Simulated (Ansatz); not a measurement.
# ZnCu under changes of volume

One of the cells (12.771 Å³/atom); the others are scaled copies at fixed shape and fractional positions:

```xyz
2
Lattice="2.9450 0.0000 0.0000 0.0000 2.9450 0.0000 0.0000 0.0000 2.9450" Properties=species:S:1:pos:R:3 pbc="T T T"
Zn    1.4725    1.4725    1.4725
Cu    0.0000    0.0000    0.0000
```

```yaml
Program: Ansatz 0.2.0
Functional: PBE
Potentials_or_basis: Ansatz PAW
Cutoff: "420 eV (not typed: the program's choice for these potentials)"
k_mesh: 9 × 9 × 9
Occupations: fermi-dirac, width 0.05 eV
Spin: no spin polarisation
```

```tsv
volume (Å³/atom)	energy over the lowest point (meV/atom)	pressure (GPa)
12.005	34.67	11.6
12.260	18.91	8.3
12.516	8.22	5.2
12.771	2.09	2.6
13.026	0.00	0.2
13.282	?	?
13.537	6.18	-3.8
```

Task: What does the run at 13.282 Å³/atom give?

Result: Energy over the lowest point 1.49 meV/atom; pressure -1.9 GPa.

Worked out: A Birch-Murnaghan fit of order 3 (a polynomial in V^(-2/3)) to the other rows has its minimum at 13.04 Å³/atom with B0 = V·E''(V) = 114 GPa and B' = 5.0. It gives 1.50 meV/atom at 13.282 Å³/atom, against the run's 1.49, and -dE/dV = -2.0 GPa, against -1.9.

Energies are extrapolated to zero smearing.
